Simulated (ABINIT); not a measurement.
**Sb in ABINIT: convergence with pawecutdg**

The system is Sb.

```xyz
1
Lattice="3.1831 -0.0092 -0.0793 -0.0092 3.1372 -0.0565 -0.0793 -0.0565 3.1629" Properties=species:S:1:pos:R:3 pbc="T T T"
Sb    0.0128    0.0108   -0.0692
```

The cell isn't the ideal one: cell strained at random at fixed volume.

| Property | Result |
| --- | --- |
| Program | ABINIT 10.8.3 (patched build) |
| Task | single point |
| Functional | PBEsol |
| Potentials or basis | JTH PAW PBE v2.0 |
| Cutoff | 435 eV |
| k mesh | 8 × 8 × 8 |
| Occupations | fermi-dirac, width 0.1 eV |
| Spin | no spin polarisation |

These are the settings of the first run; the series varies pawecutdg, with any setting tied to it.

Hardware: 1 thread of Arm Neoverse V1, on a shared host.

| pawecutdg | energy less the tightest run, at zero smearing (meV/atom) | SCF cycles | CPU time (s) | peak memory (GiB) |
| --- | --- | --- | --- | --- |
| 16 Ha | 0.12 | 10 | 47 | 0.15 |
| 19.2 | -0.05 | 10 | 47 | 0.15 |
| 24 | -0.05 | 10 | 47 | 0.16 |
| 28.8 | -0.04 | 10 | 47 | 0.16 |
| 35.2 | 0.02 | 10 | 48 | 0.16 |
| 43.2 | 0.01 | 10 | 48 | 0.16 |
| 52.8 | 0.00 | 10 | 48 | 0.16 |

Against the tightest run, the energy stays within 1 meV/atom from 16 Ha on. The tightest run that finished is the yardstick and may itself not be fully converged.

 The run has no spin-orbit coupling, so splittings on Sb are missing.
